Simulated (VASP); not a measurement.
The system is BN.

```
B N
1.0
     2.54169    0.00000    0.00000
    -1.27085    2.20117    0.00000
     0.00000    0.00000    4.20415
B N
2 2
Direct
  0.66667 0.33333 0.99972
  0.33333 0.66667 0.49972
  0.66667 0.33333 0.62528
  0.33333 0.66667 0.12528
```

Measurements of this composition are mostly on another form, of space group No. 194.

Base run:

```yaml
Program: VASP 6.6.1
Functional: PBEsol
Potentials_or_basis: VASP PAW PBE potentials, release 64 (B, N)
Cutoff: 700 eV
k_mesh: 12 × 12 × 6
Occupations: gaussian, width 0.02 eV
Spin: no spin polarisation
```

Its results: band gap on the k mesh 4.94 eV, indirect (least direct gap 8.22 eV); pressure 0.1 GPa.

Task: After a change of settings the same cell gave: band gap on the k mesh 4.95 eV, indirect (least direct gap 8.23 eV); pressure -0.6 GPa. Which change was it?
A. potentials or basis from VASP PAW PBE potentials, release 64 (B, N) to VASP PAW PBE potentials, release 64 (B_h, N_h); cutoff from 700 eV to 900 eV
B. cutoff from 700 eV to 520 eV; k mesh from 12 × 12 × 6 to 15 × 15 × 8
C. functional from PBEsol to r2SCAN; cutoff from 700 eV to 520 eV
D. cutoff from 700 eV to 520 eV; occupations from gaussian, width 0.02 eV to gaussian, width 0.5 eV

Result: A.

Caveats: the PAW data sets were made with another functional, which shifts forces and pressure a little; the cutoff is under 1.25 times the usual one of these potentials, so pressure, stress and relaxed cells hold a basis-set (Pulay) error (some runs).

Not every run made on this cell is shown here.
